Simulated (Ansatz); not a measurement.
Calculated quadrupolar parameters for TiO2 under strain

The cell is a structure deposited in the COD, relaxed with PBE at fixed cell and then changed (xy engineering shear strain of -3 %).

```
Ti O
1.0
     4.51500   -0.06772    0.00000
    -0.08246    5.49700    0.00000
     0.00000    0.00000    4.93900
Ti O
4 8
Direct
  0.00000 0.17453 0.25000
  0.50000 0.32547 0.75000
  0.00000 0.82547 0.75000
  0.50000 0.67453 0.25000
  0.27040 0.38191 0.41969
  0.22960 0.11809 0.91969
  0.77040 0.11809 0.58031
  0.72960 0.38191 0.08031
  0.72960 0.61809 0.58031
  0.77040 0.88191 0.08031
  0.22960 0.88191 0.41969
  0.27040 0.61809 0.91969
```

Atoms are numbered from 1 in the order listed; like atoms form one site, named after its first atom.

Computed with Ansatz: DFT, PBE, plane waves and PAW (field gradients read without the response of the frozen cores, which leaves them typically 4 to 6 % off), scalar-relativistic, 420 eV cutoff, Γ-centred 5×4×4 k-points, Fermi–Dirac smearing 0.02 eV.

C_Q = eQV_zz/h, which is 24.18 MHz for Q = 1 b and V_zz = 10²¹ V/m²; η = (V_xx − V_yy)/V_zz. Directions are in the Cartesian axes of the cell vectors above, for the atom listed; none is given where the gradient is under 0.02 or η is above 0.95.

Problem. What field gradients does the calculation give at each kind of site?

Solution. 

| site | first atom | first shell | V_zz (10²¹ V/m²) | η | direction of V_zz (x, y, z) |
| --- | --- | --- | --- | --- | --- |
| Ti | 1 | 6 O at 1.85–2.11 Å | 3.13 | 0.75 | -0.17 0.96 -0.20 |
| O5 | 5 | 3 Ti at 1.85–2.07 Å; also 1 Ti at 3.21 Å | -2.47 | 0.36 | 0.75 -0.62 -0.24 |
| O7 | 7 | 3 Ti at 1.89–2.11 Å; also 1 Ti at 3.15 Å | -3.18 | 0.60 | 0.73 0.64 0.23 |

At this changed cell the PBE pressure is 5 GPa. The atoms aren't relaxed in the changed cell (largest force 0.4 eV/Å).
